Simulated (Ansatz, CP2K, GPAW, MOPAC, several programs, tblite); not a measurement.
# YN: cheap methods against density-functional theory

How much accuracy does each second buy? YN is computed with 10 methods, from the cheapest up to r2SCAN.

Computed with MOPAC, tblite, CP2K, GPAW, Ansatz (versions at each run) (no spin polarisation, static lattice; gaps from single points on the cell relaxed beforehand with r²SCAN, unless a step's input says otherwise).

### 1 Starting point

It takes space group Fm-3m (No. 225, cubic). Conventional cell: a = 4.896 Å, b = 4.896 Å, c = 4.896 Å, α = 90.00°, β = 90.00°, γ = 90.00°. Y (site symmetry m-3m) is surrounded by 6 N at 2.45 Å. N (site symmetry m-3m) has 6 Y at 2.45 Å as nearest neighbours.

Coordinates:

```cif
data_structure
_symmetry_space_group_name_H-M 'P 1'
_symmetry_Int_Tables_number 1
_cell_length_a 3.4621
_cell_length_b 3.4621
_cell_length_c 3.4621
_cell_angle_alpha 60.000
_cell_angle_beta 60.000
_cell_angle_gamma 60.000
_cell_volume 29.34
loop_
_atom_site_label
_atom_site_type_symbol
_atom_site_fract_x
_atom_site_fract_y
_atom_site_fract_z
_atom_site_occupancy
Y1 Y 0.00000 0.00000 0.00000 1
N1 N 0.50000 0.50000 0.50000 1
```

**Question.** The methods are PM7, GFN1-xTB (tblite), GFN2-xTB (tblite), PBE/DZVP, PBE/single-zeta, PBE/SZV, coarse PBE, GLLB-SC, PBE, r2SCAN. What gap does r2SCAN give on this cell, and which other methods (full PBE left aside) come nearest to r2SCAN and farthest in gap, volume and bulk modulus?

```
                                               quantity                                         value
                                                 r2SCAN        gap 0.58 eV, 14.67 Å³/atom, B₀ 170 GPa
         gap: nearest and farthest of the other methods  GFN2-xTB (tblite) (-0.18 eV), PM7 (+2.42 eV)
      volume: nearest and farthest of the other methods           PBE/DZVP (+1.1 %), PBE/SZV (-4.0 %)
bulk modulus: nearest and farthest of the other methods              PBE/DZVP (-5 %), PBE/SZV (+17 %)
```

In words: Among the 8 methods compared for the gap (full PBE left aside), GFN2-xTB (tblite) is nearest to r2SCAN and PM7 farthest. Among the 2 methods compared for the volume (full PBE left aside), PBE/DZVP is nearest to r2SCAN and PBE/SZV farthest. Among the 2 methods compared for the bulk modulus (full PBE left aside), PBE/DZVP is nearest to r2SCAN and PBE/SZV farthest. A minimal basis or a coarse cutoff and mesh shifts results by its own error, so closeness to r2SCAN can be chance. Cluster runs see only the k-points that fold onto the zone centre, so their gaps can miss the band edges. GLLB-SC is compared with its derivative discontinuity added. No volume is given for PM7, GFN1-xTB (tblite), GFN2-xTB (tblite), PBE/single-zeta, coarse PBE, which can hide a larger miss. Overlaps count as a gap of zero in the misses; they are PBE/single-zeta -0.05, PBE/SZV -0.29 eV. CPU times run from 0.58 s (coarse PBE) to 3.4 min (PM7). On this cell PM7, GFN2-xTB (tblite), PBE/DZVP, PBE/single-zeta, PBE/SZV, GLLB-SC cost more than r2SCAN itself (4.7 s), so they are no saving here. A cluster method computes far more atoms than the primitive cell, so on a small crystal it can cost more than plane waves. GFN1-xTB (tblite), PBE/single-zeta, PBE/SZV disagree with r2SCAN even on whether there is a gap. r2SCAN is a yardstick, not the truth: it usually gives gaps below the measured ones.
